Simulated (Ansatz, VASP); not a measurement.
## Two plane-wave programs on Br

INCAR

```
SYSTEM = Br
PREC = Accurate
ENCUT = 520
EDIFF = 1E-6
ISMEAR = -1
SIGMA = 0.05
LREAL = .False.
LASPH = .True.
NELM = 80
ALGO = Normal
ISIF = 2
LWAVE = .False.
LCHARG = .True.
GGA = PE
LELF = .True.
LVHAR = .True.
NBANDS = 10
```

KPOINTS

```
Automatic mesh
0
Gamma
  14 14 14
  0 0 0
```

The input POSCAR:

```
Br
1.0
    0.0000000000      2.2288295485      2.2288295485
    2.2288295485      0.0000000000      2.2288295485
    2.2288295485      2.2288295485      0.0000000000
Br
1
Direct
    0.0000000000      0.0000000000      0.0000000000
```

Input for Ansatz:

```yaml
crystal:
  lattice:
    - [0.0, 2.2288295485, 2.2288295485]
    - [2.2288295485, 0.0, 2.2288295485]
    - [2.2288295485, 2.2288295485, 0.0]
  atoms:
    - { symbol: Br, position: [0.0, 0.0, 0.0] }
kpoints:
  mp_grid: { grid: [14, 14, 14] }
scf:
  occupations: { method: fermi_dirac, width: 0.05 }
hamiltonian:
  xc: pbe
  pseudopotentials: { kind: paw }
output:
  forces: true
  stress: true
  eigenvalues: true
  populations: true
```

Change from the starting cell: volume scaled by 0.84, PAW files.

Alike in both runs: task single point; functional PBE; k mesh 14 × 14 × 14; occupations fermi-dirac, width 0.05 eV; no spin polarisation.

|  | VASP | Ansatz |
| --- | --- | --- |
| version | VASP 6.6.1 | Ansatz 0.2.0 |
| potentials or method | VASP PAW PBE potentials, release 64 (Br) | PAW with Ansatz's default frozen-core files, scalar-relativistic |
| plane-wave cutoff (eV) | 520 | 420 |
| valence electrons in the cell | 7 | 7 |

|  | VASP | Ansatz | Ansatz less VASP |
| --- | --- | --- | --- |
| pressure (GPa) | 7.8 | 7.8 | -0.03 |

Caveats: an odd number of electrons without spin polarisation forces a metal; a magnetic or distorted state may lie lower.
